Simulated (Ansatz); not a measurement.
BeS built on the zincblende prototype, relaxed with r2SCAN in the plane-wave code Ansatz. The symmetry is F-43m (No. 216, cubic); a = 4.869 Å in the conventional setting, 14.43 Å³ an atom. Be is surrounded by 4 S at 2.11 Å; S is surrounded by 4 Be at 2.11 Å.

The axes x, y and z are those of this cell:
```xyz
2
Lattice="0.0000 2.4343 2.4343 2.4343 0.0000 2.4343 2.4343 2.4343 0.0000" Properties=species:S:1:pos:R:3 pbc="T T T"
Be    0.0000    0.0000    0.0000
S     1.2172    1.2172    1.2172
```

Unstrained: PBE gives an indirect gap of 3.135 eV, from Γ to X; the least direct gap is 5.617 eV at Γ–K (0.10 of the way from Γ). With r2SCAN the valence top lies at Γ and the conduction bottom at X, 3.589 eV higher; the smallest vertical gap, at Γ, is 6.234 eV. With HSE06 the valence top lies at Γ and the conduction bottom at X, 4.085 eV higher; the smallest vertical gap, at Γ–K (0.10 of the way from Γ), is 6.804 eV. Meshes: PBE 10×10×10, r2SCAN 10×10×10, HSE06 6×6×6. Strains are changes of length per length. After each strain the atoms were relaxed again with r2SCAN within the symmetry that the strain leaves, so tilts or polar shifts that break it weren't tested; points keep the names that they have in the unstrained zone. No spin polarisation and no zero-point or thermal motion.

Question: For epitaxial +4.0 % in the plane normal to [111], how far does the free direction move, and what happens to the gap?

Answer: The normal strain at zero normal stress is -1.39 %, 0.35 of the in-plane strain with the sign turned. PBE: the gap goes from 3.135 to 3.046 eV (-0.089 eV); with r2SCAN the top three valence levels at Γ, degenerate before, become 1+2 from the top over 287 meV. r2SCAN: the gap goes from 3.589 to 3.485 eV (-0.104 eV). HSE06: the gap goes from 4.085 to 3.995 eV (-0.090 eV).

Question: Estimate what epitaxial +3.0 % in the plane normal to [111], free normal strain -1.05 % does to the gap.

Answer: PBE: the gap goes from 3.135 to 3.066 eV (-0.069 eV); with r2SCAN the top three valence levels at Γ, degenerate before, become 1+2 from the top over 234 meV. r2SCAN: the gap goes from 3.589 to 3.508 eV (-0.081 eV). HSE06: the gap goes from 4.085 to 4.014 eV (-0.071 eV). The r2SCAN energy rises by 18.1 meV an atom.

Question: For epitaxial -2.0 % in the plane normal to [111], how far does the free direction move, and what happens to the gap?

Answer: The normal strain at zero normal stress is +0.75 %, 0.38 of the in-plane strain with the sign turned. PBE: the gap goes from 3.135 to 2.972 eV (-0.163 eV); with r2SCAN the top three valence levels at Γ, degenerate before, become 2+1 from the top over 241 meV. r2SCAN: the gap goes from 3.589 to 3.421 eV (-0.168 eV). HSE06: the gap goes from 4.085 to 3.917 eV (-0.168 eV).

Question: Estimate what epitaxial -4.0 % in the plane normal to [111], free normal strain +1.54 % does to the gap.

Answer: PBE: the gap goes from 3.135 to 2.752 eV (-0.383 eV); with r2SCAN the top three valence levels at Γ, degenerate before, become 2+1 from the top over 554 meV. r2SCAN: the gap goes from 3.589 to 3.192 eV (-0.397 eV). HSE06: the gap goes from 4.085 to 3.688 eV (-0.397 eV). The r2SCAN energy rises by 37.6 meV an atom.

Question: Estimate what epitaxial +2.0 % in the plane normal to [111], free normal strain -0.71 % does to the gap.

Answer: PBE: the gap goes from 3.135 to 3.086 eV (-0.049 eV); with r2SCAN the top three valence levels at Γ, degenerate before, become 1+2 from the top over 171 meV. r2SCAN: the gap goes from 3.589 to 3.532 eV (-0.057 eV). HSE06: the gap goes from 4.085 to 4.034 eV (-0.051 eV). The r2SCAN energy rises by 8.2 meV an atom.

Question: For epitaxial -1.0 % in the plane normal to [111], how far does the free direction move, and what happens to the gap?

Answer: The normal strain at zero normal stress is +0.36 %, 0.36 of the in-plane strain with the sign turned. PBE: the gap goes from 3.135 to 3.061 eV (-0.074 eV); with r2SCAN the top three valence levels at Γ, degenerate before, become 2+1 from the top over 110 meV. r2SCAN: the gap goes from 3.589 to 3.513 eV (-0.076 eV). HSE06: the gap goes from 4.085 to 4.009 eV (-0.076 eV).

Question: For epitaxial +1.0 % in the plane normal to [111], how far does the free direction move, and what happens to the gap?

Answer: The normal strain at zero normal stress is -0.35 %, 0.35 of the in-plane strain with the sign turned. PBE: the gap goes from 3.135 to 3.109 eV (-0.026 eV); with r2SCAN the top three valence levels at Γ, degenerate before, become 1+2 from the top over 93 meV. r2SCAN: the gap goes from 3.589 to 3.559 eV (-0.030 eV). HSE06: the gap goes from 4.085 to 4.058 eV (-0.027 eV).

Question: Estimate what epitaxial -3.0 % in the plane normal to [111], free normal strain +1.15 % does to the gap.

Answer: PBE: the gap goes from 3.135 to 2.871 eV (-0.264 eV); with r2SCAN the top three valence levels at Γ, degenerate before, become 2+1 from the top over 386 meV. r2SCAN: the gap goes from 3.589 to 3.315 eV (-0.274 eV). HSE06: the gap goes from 4.085 to 3.811 eV (-0.274 eV). The r2SCAN energy rises by 20.7 meV an atom.

The meshes of the hybrids are coarse, so their gaps aren't converged to the digits shown.

The splittings at Γ are without spin-orbit coupling, which regroups them where it is of like size.
